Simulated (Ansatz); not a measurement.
MnO2:

```xyz
12
Lattice="-4.9075 4.9075 1.4235 4.9075 -4.9075 1.4235 4.9075 4.9075 -1.4235" Properties=species:S:1:pos:R:3 pbc="T T T"
Mn    1.4722    3.2389    1.4235
Mn    1.6685    6.3797    0.0000
Mn    3.4352    1.6686    0.0000
Mn    3.2389   -1.4723    1.4235
O     1.5704    4.4953    0.0000
O     5.3197    1.5704    0.0000
O     3.3371    0.4122    1.4235
O    -0.4122    3.3371    1.4235
O     1.5704    2.0121    0.0000
O     7.8029    1.5704    0.0000
O     3.3371    2.8954    1.4235
O    -2.8954    3.3371    1.4235
```

Measurements of this composition are mostly on another form, of space group No. 136.

Alike in all runs: program Ansatz 0.2.0; functional PBEsol; potentials or basis Ansatz PAW; cutoff 420 eV (not typed: the program's choice for these potentials); k mesh 10 × 10 × 10; occupations fermi-dirac, width 0.05 eV.

The same cell was started in several ways:

```csv
start,free energy over the lowest (meV/atom),net moment (μB),site or absolute moments (μB),gap
"collinear spin, ferromagnetic start of up to 4 μB",29.7,12.00,"Mn +2.42; O +0.12, +0.03",0.57 eV
no spin polarisation,283.9,-,-,none (metal or under the smearing width)
"collinear spin, ferromagnetic start of up to 5.5 μB",29.7,12.00,"Mn +2.42; O +0.12, +0.03",0.57 eV
"collinear spin, random start of up to 4.23 μB",13.0,-6.00,"Mn -2.36, +2.25; O -0.05, +0.03, -0.12, -0.11, -0.02, +0.02, -0.03, -0.04",0.57 eV
"collinear spin, ferrimagnetic start of up to 4 μB",0.0,0.00,"Mn +2.31, -2.31; O +0.04, -0.04, +0.01, -0.01",0.43 eV
"collinear spin, antiferromagnetic start of up to 4 μB",0.0,0.00,"Mn +2.31, -2.31; O +0.04, -0.04, +0.01, -0.01",0.43 eV
```

The spin-polarised runs without a constraint all converged, yet they end up to 30 meV/atom apart: a converged run can sit in a state that isn't the lowest. Allowing spin polarisation gains 284 meV/atom. A still lower state may exist.

Caveats: the magnetic or orbital state may not be the lowest (some runs); semilocal functionals often make such compounds metallic where correlation or magnetic order opens a gap, which also shifts bond lengths (some runs); forces of over 1 eV/Å show positions far from the minimum, so gaps and moduli don't describe the material at rest (some runs).
